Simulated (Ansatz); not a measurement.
PbO (Litharge) under changes of volume

One of the cells (19.940 Å³/atom); the others are scaled copies at fixed shape and fractional positions:

```
Pb O
1.0
     3.99000    0.00000    0.00000
     0.00000    3.99000    0.00000
     0.00000    0.00000    5.01000
Pb O
2 2
Direct
  0.50000 0.00000 0.76000
  0.00000 0.50000 0.24000
  0.50000 0.50000 0.00000
  0.00000 0.00000 0.00000
```

```yaml
Program: Ansatz 0.2.0
Functional: PBEsol
Potentials_or_basis: Ansatz PAW
Cutoff: "420 eV (not typed: the program's choice for these potentials)"
k_mesh: 7 × 7 × 6
Occupations: fermi-dirac, width 0.05 eV
Spin: no spin polarisation
```

| volume (Å³/atom) | energy over the lowest point (meV/atom) | pressure (GPa) | gap on the mesh (eV) | largest force (eV/Å) |
| --- | --- | --- | --- | --- |
| 18.744 | ? | ? | ? | ? |
| 19.142 | 4.29 | 2.7 | 1.29 | 0.219 |
| 19.541 | 0.00 | 0.8 | 1.33 | 0.065 |
| 19.940 | 0.18 | -0.9 | 1.36 | 0.329 |
| 20.339 | 4.35 | -2.4 | 1.39 | 0.572 |
| 20.738 | 12.07 | -3.8 | 1.41 | 0.798 |
| 21.136 | 23.01 | -5.0 | 1.44 | 1.007 |

Problem. What does the run at 18.744 Å³/atom give?

Solution. Energy over the lowest point 13.55 meV/atom; pressure 4.8 GPa; gap on the mesh 1.26 eV; largest force 0.526 eV/Å.

Worked out: A Birch-Murnaghan fit of order 3 (a polynomial in V^(-2/3)) to the other rows has its minimum at 19.72 Å³/atom with B0 = V·E''(V) = 84 GPa and B' = 4.4 at fixed shape and positions, which overstates the stiffness. It gives 13.50 meV/atom at 18.744 Å³/atom, against the run's 13.55, and -dE/dV = 4.8 GPa, against 4.8. A straight line through the other rows of the gap, of slope 1.47 eV per unit of ln V, extrapolates to 1.27 eV, against the run's 1.26.

Energies are extrapolated to zero smearing.

Caveats: odd divisions of the mesh miss points on the zone boundary, where band edges often lie, so the gap on the mesh can be too wide; spin-orbit coupling is left out, which as a rule narrows the gap of such compounds by several tenths of an eV; the PAW data sets come from PBE, with cores solved anew for the run's functional, which leaves a small shift of forces and pressure; forces of over 1 eV/Å show positions far from the minimum, so gaps and moduli don't describe the material at rest (some runs).

A mesh can miss the band edges.
